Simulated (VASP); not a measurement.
# Se (R-3m) in VASP: notebook

One crystal, Se, is run at these levels: PBEsol; tasks: relaxation of cell and atoms.

All numbers are computed with VASP 6.6.1; they aren't measurements. Logs are shortened: lines on timing, memory, paths and dates and some standing lists are left out, and cuts for length are marked.

**1. The crystal as given**

The structure is trigonal, space group R-3m (No. 166). Conventional cell: a = 3.942 Å, b = 3.942 Å, c = 2.998 Å, α = 90.00°, β = 90.00°, γ = 120.00°. Se (site symmetry -3m) has 6 Se at 2.49 Å as nearest neighbours.

This isn't the form of Se at room conditions, which is trigonal, of chains.

**2. Relaxation of cell and atoms, PBEsol, target pressure 30 GPa, at which the enthalpy is minimised**

INCAR

```
SYSTEM = Se
  ALGO = Normal
  EDIFF = 1E-7
  EDIFFG = -0.15
  ENCUT = 520
  GGA = PS
  IBRION = 2
  ISIF = 3
  ISMEAR = 0
  LASPH = .True.
  LCHARG = .False.
  LREAL = .False.
  LWAVE = .False.
  NELM = 100
  NSW = 80
  PREC = Accurate
  PSTRESS = 300.0
  SIGMA = 0.1
```

KPOINTS

```
k-points
0
Gamma
  21 21 21
  0 0 0
```

POSCAR

```
Se                                      
1.0
    1.9710066214      1.1379612227      0.9993466423
   -1.9710066214      1.1379612227      0.9993466423
    0.0000000000     -2.2759224453      0.9993466423
  Se            
     1
Direct
     0.0000000000000000    0.0000000000000000    0.0000000000000000
```

Potentials or basis: VASP PAW PBE potentials, release 64 (Se).

Launch:

```bash
> cat potpaw_PBE.64/Se/POTCAR > POTCAR
> mpirun -np 1 vasp_std > vasp.out
```

OUTCAR:

```text
SYSTEM = Se
   EDIFF = 1E-7
   EDIFFG = -0.15
   ENCUT = 520
   GGA = PS
   IBRION = 2
   ISIF = 3
   ISMEAR = 0
   LASPH = .True.
   LREAL = .False.
   NELM = 100
   NSW = 80
   PREC = Accurate
   PSTRESS = 300.0

 ion  position               nearest neighbor table
   1  0.000  0.000  0.000-

  LATTYP: Found a trigonal (rhomboedric) cell.
 ALAT       =     2.4856621970
 COS(alpha) =    -0.2575404033

  Lattice vectors:

 A1 = (   1.9710066214,   1.1379612227,   0.9993466423)
 A2 = (  -1.9710066214,   1.1379612227,   0.9993466423)
 A3 = (   0.0000000000,  -2.2759224453,   0.9993466423)

Analysis of symmetry for initial positions (statically):
=====================================================================
 Subroutine PRICEL returns:
 Original cell was already a primitive cell.

 Routine SETGRP: Setting up the symmetry group for a
 trigonal (rhombohedral) supercell.

 Subroutine GETGRP returns: Found 12 space group operations
 (whereof 12 operations were pure point group operations)
 out of a pool of 12 trial point group operations.

The static configuration has the point symmetry D_3d.

Analysis of symmetry for dynamics (positions and initial velocities):
=====================================================================
 Subroutine PRICEL returns:
 Original cell was already a primitive cell.

 Routine SETGRP: Setting up the symmetry group for a
 trigonal (rhombohedral) supercell.

 Subroutine GETGRP returns: Found 12 space group operations
 (whereof 12 operations were pure point group operations)
 out of a pool of 12 trial point group operations.

The dynamic configuration has the point symmetry D_3d.

 Subroutine INISYM returns: Found 12 space group operations
 (whereof 12 operations are pure point group operations),
 and found     1 'primitive' translations

----------------------------------------------------------------------------------------

                                     Primitive cell

  volume of cell :      13.4488

  direct lattice vectors                    reciprocal lattice vectors
     1.971006621  1.137961223  0.999346642     0.253677484  0.146460761  0.333551262
    -1.971006621  1.137961223  0.999346642    -0.253677484  0.146460761  0.333551262
     0.000000000 -2.275922445  0.999346642     0.000000000 -0.292921522  0.333551262

  length of vectors
     2.485662197  2.485662197  2.485662223     0.443913803  0.443913803  0.443913800

  position of ions in fractional coordinates (direct lattice)
     0.000000000  0.000000000  0.000000000

  ion indices of the primitive-cell ions
   primitive index   ion index
                 1           1

----------------------------------------------------------------------------------------

 KPOINTS: k-points

Automatic generation of k-mesh.
 Grid dimensions read from file:
 generate k-points for:   21   21   21

 Generating k-lattice:

  Cartesian coordinates                     Fractional coordinates (reciprocal lattice)
     0.012079880  0.006974322  0.015883393     0.047619048  0.000000000  0.000000000
    -0.012079880  0.006974322  0.015883393     0.000000000  0.047619048  0.000000000
     0.000000000 -0.013948644  0.015883393     0.000000000  0.000000000  0.047619048

  Length of vectors
     0.021138753  0.021138753  0.021138752

  Shift w.r.t. Gamma in fractional coordinates (k-lattice)
     0.000000000  0.000000000  0.000000000

 Subroutine IBZKPT returns following result:
 ===========================================

 Found    891 irreducible k-points:

 Following reciprocal coordinates:
            Coordinates               Weight
  0.000000  0.000000  0.000000      1.000000
  0.047619 -0.000000  0.000000      6.000000
  0.095238 -0.000000  0.000000      6.000000
  0.142857  0.000000  0.000000      6.000000
  0.190476 -0.000000  0.000000      6.000000
  0.238095  0.000000  0.000000      6.000000
[... 16 lines left out ...]
 -0.428571  0.047619  0.000000     12.000000
 -0.380952  0.047619 -0.000000     12.000000
 [... further k-points ...]
   k-points           NKPTS =    891   k-points in BZ     NKDIM =    891   number of bands    NBANDS=      7
   number of dos      NEDOS =    301   number of ions     NIONS =      1
   total plane-waves  NPLWV =   5832
   dimension x,y,z NGX =    18 NGY =   18 NGZ =   18
   dimension x,y,z NGXF=    36 NGYF=   36 NGZF=   36
   ions per type =               1
   NGX,Y,Z   is equivalent  to a cutoff of  12.04, 12.04, 12.04 a.u.
   NGXF,Y,Z  is equivalent  to a cutoff of  24.08, 24.08, 24.08 a.u.
 SYSTEM =  Se
   PREC   = accura    normal or accurate (medium, high low for compatibility)
   ISTART =      0    job   : 0-new  1-cont  2-samecut
   ICHARG =      2    charge: 1-file 2-atom 10-const
   ISPIN  =      1    spin polarized calculation?
   LNONCOLLINEAR =      F non collinear calculations
   LSORBIT =      F    spin-orbit coupling
   LASPH  =      T    aspherical Exc in radial PAW
   ENCUT  =  520.0 eV  38.22 Ry    6.18 a.u.   4.62  4.62  4.62*2*pi/ulx,y,z
   NELM   =    100;   NELMIN=  2; NELMDL= -5     # of ELM steps
   EDIFF  = 0.1E-06   stopping-criterion for ELM
   LREAL  =      F    real-space projection
   EDIFFG = -.1E+00   stopping-criterion for IOM
   NSW    =     80    number of steps for IOM
   IBRION =      2    ionic relax: 0-MD 1-quasi-New 2-CG
   NFREE  =      1    steps in history (QN), initial steepest desc. (CG)
   ISIF   =      3    stress and relaxation
   ISYM   =      2    0-nonsym 1-usesym 2-fastsym
   POTIM  = 0.5000    time-step for ionic-motion
   TEBEG  =    0.0;   TEEND  =   0.0 temperature during run
   PSTRESS=  300.0 pullay stress
   NELECT =       6.0000    total number of electrons
   NUPDOWN=      -1.0000    fix difference up-down
   EMIN   =  10.00;   EMAX   =-10.00  energy-range for DOS
   EFERMI =   0.00;   METHOD = LEGACY
   ISMEAR =     0;   SIGMA  =   0.10  broadening in eV -4-tet -1-fermi 0-gaus
   EFERMI_NEDOS =   21; number of points for ismear=-14 and -15
   IALGO  =     38    algorithm
   IMIX   =      4    mixing-type and parameters
     AMIX     =   0.40;   BMIX     =  1.00
     AMIX_MAG =   1.60;   BMIX_MAG =  1.00
  volume/ion in A,a.u.               =      13.45        90.76
  Fermi-wavevector in a.u.,A,eV,Ry     =   1.250924  2.363904 21.290545  1.564811
  Thomas-Fermi vector in A             =   2.384896
   LORBIT       =      0    0 simple, 1 ext, 2 COOP (PROOUT), +10 PAW based schemes
   GGA     = PS    functional components
   LHFCALC =     F    Hartree Fock is set to
   AEXX    =    0.0000 exact exchange contribution
   IVDW    =     0    specifies the selected vdW correction
   LEPSILON=     F    determine dielectric tensor
   LRPA    =     F    only Hartree local field effects (RPA)
 conjugate gradient relaxation of ions
 non-spin polarized calculation
 Gauss-broadening in eV      SIGMA  =   0.10
  energy-cutoff  :      520.00
  volume of cell :       13.45
 maximum number of plane-waves:       387
   NGX =  9   NGY =  9   NGZ =  9

--------------------------------------- Ionic step        1  -------------------------------------------

 number of electron       5.9999999 magnetization

 Free energy of the ion-electron system (eV)
  ---------------------------------------------------
  ext. energy  EPLUGINS =         0.00000000
  ---------------------------------------------------
  free energy    TOTEN  =        -2.52172689 eV

  energy without entropy =       -2.52022990  energy(sigma->0) =       -2.52097839

 E-fermi :  11.5430     XC(G=0): -12.6271

 val. band max:       11.5414231434   @ k =  -0.1905   0.3333   0.1429
 cond. band min:      11.5470478018   @ k =  -0.4762   0.3333   0.1905
 fundamental gap:      0.0056246583
 Fermi energy:        11.5429720499

 k-point     1 :       0.0000    0.0000    0.0000
  band No.  band energies     occupation
      1      -9.5726      2.00000
      2      14.8715      0.00000
      3      17.2971      0.00000
      4      17.2971      0.00000
      5      22.0993      0.00000
      6      22.0993      0.00000
      7      25.0159      0.00000

 k-point     2 :       0.0476   -0.0000    0.0000
  band No.  band energies     occupation
      1      -9.5092      2.00000
      2      14.5644      0.00000
      3      16.6866      0.00000
      4      17.2327      0.00000
      5      22.1635      0.00000
      6      22.7545      0.00000
      7      25.2497      0.00000
[... 682 lines left out ...]
  FREE ENERGIE OF THE ION-ELECTRON SYSTEM (eV)
  ---------------------------------------------------
  free  energy   TOTEN  =        -3.2927150705 eV

  energy  without entropy=       -3.2903869125  energy(sigma->0) =       -3.29155099

  enthalpy is  TOTEN    =        -0.3137725024 eV   P V=        2.9789425680

--------------------------------------- Ionic step        7  -------------------------------------------

 number of electron       5.9999998 magnetization

 Free energy of the ion-electron system (eV)
  ---------------------------------------------------
  ext. energy  EPLUGINS =         0.00000000
  ---------------------------------------------------
  free energy    TOTEN  =        -3.31073841 eV

  energy without entropy =       -3.30814534  energy(sigma->0) =       -3.30944188

 E-fermi :   8.8437     XC(G=0): -11.7761

 val. band max:        8.8373706790   @ k =  -0.2381   0.1905   0.0476
 cond. band min:       8.8440169437   @ k =  -0.4762   0.1429   0.0476
 fundamental gap:      0.0066462648
 Fermi energy:         8.8437032498

 k-point     1 :       0.0000    0.0000    0.0000
  band No.  band energies     occupation
      1     -10.1789      2.00000
      2      10.9683      0.00000
      3      13.0593      0.00000
      4      13.0593      0.00000
      5      18.4190      0.00000
      6      18.4190      0.00000
      7      20.3241      0.00000

 k-point     2 :       0.0476   -0.0000    0.0000
  band No.  band energies     occupation
      1     -10.1269      2.00000
      2      10.7434      0.00000
      3      12.6174      0.00000
      4      13.0392      0.00000
      5      18.4732      0.00000
      6      18.9022      0.00000
      7      20.5897      0.00000
[... 242 lines left out ...]
 POSITION                                       TOTAL-FORCE (eV/Angst)
 -----------------------------------------------------------------------------------
      0.00000     -0.00000      0.00000        -0.000000     -0.000000      0.000000
 -----------------------------------------------------------------------------------
    total drift:                               -0.000000     -0.000000      0.000000

  FREE ENERGIE OF THE ION-ELECTRON SYSTEM (eV)
  ---------------------------------------------------
  free  energy   TOTEN  =        -3.3107384064 eV

  energy  without entropy=       -3.3081453448  energy(sigma->0) =       -3.30944188

  enthalpy is  TOTEN    =        -0.3193960807 eV   P V=        2.9913423257

 reached required accuracy - stopping structural energy minimisation
```

Wall time 89 s (1 thread of Intel Xeon 6975P-C (Granite Rapids), shared host); peak memory 0.2 GiB.

Results:

```yaml
Free_energy: -3.3107 eV
Relaxed_volume: 15.98 Å³/atom
Relaxed_cell: a = 2.603 Å, b = 2.603 Å, c = 2.603 Å, α = 103.19°, β = 103.19°, γ = 103.19°
Space_group_after_relaxing_to_0.05_Å: R-3m (No. 166)
Energy_change_on_relaxing_the_enthalpy_is_what_falls: -789.0 meV/atom
Ionic_steps: 7
Pressure_after_relaxing: 31.0 GPa
Band_gap_on_the_k_mesh: none (metal or under the smearing width)
```

Step by step:
```tsv
step	energy change (eV)	largest force (eV/Å)	pressure (GPa)	volume (Å³)
1	0.0000	0.0000	75.03	13.45
2	-0.9637	0.0000	-7.86	22.23
3	-0.7908	0.0000	26.18	16.13
4	-0.7455	0.0000	29.39	15.87
5	-0.7360	0.0000	30.04	15.82
6	-0.7710	0.0000	30.33	15.91
7	-0.7890	0.0000	30.97	15.98
```

Final structure:
```
CELL_PARAMETERS angstrom
2.03995 1.17777 1.10822
-2.03995 1.17777 1.10822
0.00000 -2.35553 1.10822
ATOMIC_POSITIONS crystal
Se 0.00000 0.00000 0.00000
```

Levels at points of the mesh, in eV from the Fermi level:
```
           k point  band 1  band 2  band 3  band 4  band 5  band 6  band 7
(0.00, 0.00, 0.00)  -19.02    2.12    4.22    4.22    9.58    9.58   11.48
```

Caveat: the cell is relaxed towards a set pressure, so the enthalpy falls and the energy may rise; the volume moved by over 15 % at a fixed basis, so the end points are rough; the PAW data sets were made with another functional, which shifts forces and pressure a little; the relaxation stopped at a loose force limit of 0.15 eV/Å, so its end isn't a converged minimum. Zero-point motion and thermal expansion aren't in these numbers.

**3. Relaxation of cell and atoms, PBEsol, target pressure 30 GPa, at which the enthalpy is minimised**

This run uses another cell than the first one, of 15.98 Å³/atom, 1.188 times its volume.

INCAR is that of step 2.

KPOINTS is that of step 2.

POSCAR

```
Se                                      
1.0
    2.0399504957      1.1777660013      1.1082188978
   -2.0399504957      1.1777660013      1.1082188978
    0.0000000000     -2.3555320024      1.1082188978
  Se            
     1
Direct
     0.0000000000000000    0.0000000000000000    0.0000000000000000
```

Potentials or basis: VASP PAW PBE potentials, release 64 (Se).

Launch:

```bash
> cat potpaw_PBE.64/Se/POTCAR > POTCAR
> mpirun -np 1 vasp_std > vasp.out
```

OUTCAR:

```text
SYSTEM = Se
   EDIFF = 1E-7
   EDIFFG = -0.15
   ENCUT = 520
   GGA = PS
   IBRION = 2
   ISIF = 3
   ISMEAR = 0
   LASPH = .True.
   LREAL = .False.
   NELM = 100
   NSW = 80
   PREC = Accurate
   PSTRESS = 300.0

 ion  position               nearest neighbor table
   1  0.000  0.000  0.000-

  LATTYP: Found a trigonal (rhomboedric) cell.
 ALAT       =     2.6032056976
 COS(alpha) =    -0.2281524533

  Lattice vectors:

 A1 = (   2.0399504957,   1.1777660013,   1.1082188978)
 A2 = (  -2.0399504957,   1.1777660013,   1.1082188978)
[... 426 lines left out ...]

  FORCE on cell =-STRESS in cart. coord.  units (eV):
  Direction    XX          YY          ZZ          XY          YZ          ZX
  --------------------------------------------------------------------------------------
  -------------------------------------------------------------------------------------
  Total        3.0710901      3.0710903      3.1291144      0.0000000      0.0000000      0.0000000
  in kB      307.9978583    307.9978758    313.8170796      0.0000000      0.0000000      0.0000000
  external PRESSURE =       9.9376046 kB  Pullay stress =     300.0000000 kB

 VOLUME and BASIS-vectors are now :
 -----------------------------------------------------------------------------
  energy-cutoff  :      520.00
  volume of cell :       15.98
      direct lattice vectors                 reciprocal lattice vectors
     2.039950496  1.177766001  1.108218898     0.245103987  0.141510849  0.300782936
    -2.039950496  1.177766001  1.108218898    -0.245103987  0.141510849  0.300782936
     0.000000000 -2.355532002  1.108218898     0.000000000 -0.283021698  0.300782936

 POSITION                                       TOTAL-FORCE (eV/Angst)
 -----------------------------------------------------------------------------------
      0.00000      0.00000      0.00000        -0.000000      0.000000      0.000000
 -----------------------------------------------------------------------------------
    total drift:                               -0.000000     -0.000000      0.000000

  FREE ENERGIE OF THE ION-ELECTRON SYSTEM (eV)
  ---------------------------------------------------
  free  energy   TOTEN  =        -3.3112149197 eV

  energy  without entropy=       -3.3086218724  energy(sigma->0) =       -3.30991840

  enthalpy is  TOTEN    =        -0.3198725940 eV   P V=        2.9913423257

 reached required accuracy - stopping structural energy minimisation
```

OSZICAR:

```text
N       E                     dE             d eps       ncg     rms          rms(c)
DAV:   1     0.962146310996E+01    0.96215E+01   -0.31240E+03 12537   0.757E+02
DAV:   2    -0.314656840892E+01   -0.12768E+02   -0.12219E+02 17297   0.842E+01
DAV:   3    -0.331538019995E+01   -0.16881E+00   -0.16796E+00 14672   0.107E+01
DAV:   4    -0.331552732466E+01   -0.14712E-03   -0.14712E-03 19152   0.349E-01
DAV:   5    -0.331552738494E+01   -0.60288E-07   -0.60909E-07 14784   0.454E-03    0.596E+00
DAV:   6    -0.331259985557E+01    0.29275E-02   -0.97239E-04 16170   0.241E-01    0.358E+00
DAV:   7    -0.331122968681E+01    0.13702E-02   -0.18004E-03 14504   0.349E-01    0.354E-02
DAV:   8    -0.331121508790E+01    0.14599E-04   -0.57530E-05 15281   0.591E-02    0.930E-03
DAV:   9    -0.331121497488E+01    0.11302E-06   -0.21878E-06 18109   0.116E-02    0.362E-03
DAV:  10    -0.331121491970E+01    0.55177E-07   -0.90779E-08 10794   0.268E-03
   1 F= -.31987259E+00 E0= -.31857607E+00  d E =-.319873E+00
```

CONTCAR:

```text
Se
   1.00000000000000
     2.0399504956999999    1.1777660013000000    1.1082188978000000
    -2.0399504956999999    1.1777660013000000    1.1082188978000000
     0.0000000000000000   -2.3555320023999999    1.1082188978000000
  Se
     1
Direct
     0.0000000000000000    0.0000000000000000    0.0000000000000000

  0.00000000E+00  0.00000000E+00  0.00000000E+00
```

Run time: 22 s. Hardware: 1 thread of Intel Xeon 6975P-C (Granite Rapids), shared host; peak memory 0.21 GiB.

What came out:

| Property | Result |
| --- | --- |
| Free energy | -3.3112 eV |
| Pressure after relaxing | 31.0 GPa |
| Band gap on the k mesh | none (metal or under the smearing width) |

Final structure:
```cif
data_structure
_symmetry_space_group_name_H-M 'P 1'
_symmetry_Int_Tables_number 1
_cell_length_a 2.6032
_cell_length_b 2.6032
_cell_length_c 2.6032
_cell_angle_alpha 103.188
_cell_angle_beta 103.188
_cell_angle_gamma 103.188
_cell_volume 15.98
loop_
_atom_site_label
_atom_site_type_symbol
_atom_site_fract_x
_atom_site_fract_y
_atom_site_fract_z
_atom_site_occupancy
Se1 Se 0.00000 0.00000 0.00000 1
```

Caveat: the relaxation stopped at its first step, so nothing moved; the cell is relaxed towards a set pressure, so the enthalpy falls and the energy may rise; the PAW data sets were made with another functional, which shifts forces and pressure a little; the relaxation stopped at a loose force limit of 0.15 eV/Å, so its end isn't a converged minimum.

[end of part 1 of 2]
